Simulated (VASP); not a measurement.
BN:

```
B N
1.0
     0.00000    1.77865    1.74583
     1.77865    0.00000    1.74583
     1.77865    1.77865    0.00000
B N
1 1
Direct
  0.00000 0.00000 0.00000
  0.50000 0.50000 0.50000
```

The cell was built by a generator and needn't be a form met in nature.

The cell isn't the ideal one: biaxial_xy strain +1.9%.

Base run:

| Property | Result |
| --- | --- |
| Program | VASP 6.6.1 |
| Functional | HSE06 |
| Potentials or basis | VASP PAW PBE potentials, release 64 (B, N) |
| Cutoff | 520 eV |
| k mesh | 8 × 8 × 8 |
| Occupations | gaussian, width 0.01 eV |
| Spin | no spin polarisation |

Its results: band gap on the k mesh 1.71 eV, indirect (least direct gap 6.88 eV); pressure -21.7 GPa.

Task: The run is repeated on the same cell with these changes: functional from HSE06 to r2SCAN; k mesh from 8 × 8 × 8 to 12 × 12 × 12. What comes out?

Result: Band gap on the k mesh 0.76 eV, indirect (least direct gap 6.17 eV); pressure -13.3 GPa.

Several settings changed at once, so the effect can't be laid on one alone.

Caveats: so large a pressure means that the cell lies far from this level's equilibrium, or that cutoff or potentials fall short (some runs); the potentials were made for another functional, which shifts forces and pressure (some runs); the PAW data sets were made with another functional, which shifts forces and pressure a little (some runs).

A k mesh can miss the band edges.
